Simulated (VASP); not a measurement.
# TiO₂: restarted molecular dynamics, 2 variants

TiO₂, P2_1/c (no. 14), 12 atoms in the cell. PBE, molecular dynamics; PAW potentials Ti, O (PBE set).

| Restart from | Temperature at the end (K) | The same without a restart (K) | Potential energy at the end (eV/atom) | The same without a restart (eV/atom) | Electronic steps in the first step after the restart | Time (s) |
|---|---|---|---|---|---|---|
| CONTCAR with velocities, WAVECAR read | 580.0 | 580.0 | -8.73974 | -8.73975 | 6 | 222 |
| CONTCAR with velocities, no WAVECAR | 580.0 | 580.0 | -8.73974 | -8.73975 | 19 | 237 |

Limits: 60 fs of 12 atoms are too short for converged averages; the cell is only 4.7 Å across, so each atom moves in step with near copies of itself.

## Input of the first row

INCAR.step1:
```
SYSTEM = TiO2
ALGO = Normal ; EDIFF = 1E-6
ENCUT = 400 ; GGA = PE
IBRION = 0 ; ISIF = 2
ISMEAR = 0 ; ISYM = 0
KPAR = 2 ; LASPH = .TRUE.
LCHARG = .FALSE. ; LREAL = Auto
LWAVE = .TRUE. ; MDALGO = 2
NELM = 60 ; NELMIN = 4
NSW = 30 ; POTIM = 1.0
PREC = Normal ; RANDOM_SEED = 566492 0 0
SIGMA = 0.05 ; SMASS = -3
TEBEG = 1000
```

INCAR.step2, as INCAR.step1 but for:
```
- LWAVE = .TRUE.
+ LWAVE = .FALSE.
```

KPOINTS:
```
k-points
0
Monkhorst-Pack
  2 2 2
```

POSCAR.step1:
```
TiO2
1.0
    4.8126997814      0.0000000000      0.0000000000
    0.0000000000      4.8718844600      0.0000000000
   -0.8628854487      0.0000000000      4.9665942755
Ti O
4 8
Direct
    0.2774352600      0.0528083600      0.2131482700
    0.7225647400      0.5528083600      0.2868517300
    0.7225647400      0.9471916400      0.7868517300
    0.2774352600      0.4471916400      0.7131482700
    0.0638382200      0.1769655200      0.8515567400
    0.9361617800      0.6769655200      0.6484432600
    0.9361617800      0.8230344800      0.1484432600
    0.0638382200      0.3230344800      0.3515567400
    0.4453609900      0.7576317400      0.4667718600
    0.5546390100      0.2576317400      0.0332281400
    0.5546390100      0.2423682600      0.5332281400
    0.4453609900      0.7423682600      0.9667718600
```

Commands (each step's output is kept before the next begins):
```
cat potpaw_PBE.64/Ti/POTCAR potpaw_PBE.64/O/POTCAR > POTCAR
cp INCAR.step1 INCAR
cp POSCAR.step1 POSCAR
mpirun -np 2 vasp_std > vasp.out
cp CONTCAR POSCAR
cp INCAR.step2 INCAR
mpirun -np 2 vasp_std > vasp.out
```

Changes of the last row against the first:
```
(step 1)
- LWAVE = True
+ LWAVE = False
```

VASP 6.6.1 took 222 s on 2 cores (Intel Xeon Platinum 8488C (Sapphire Rapids)), a shared host.
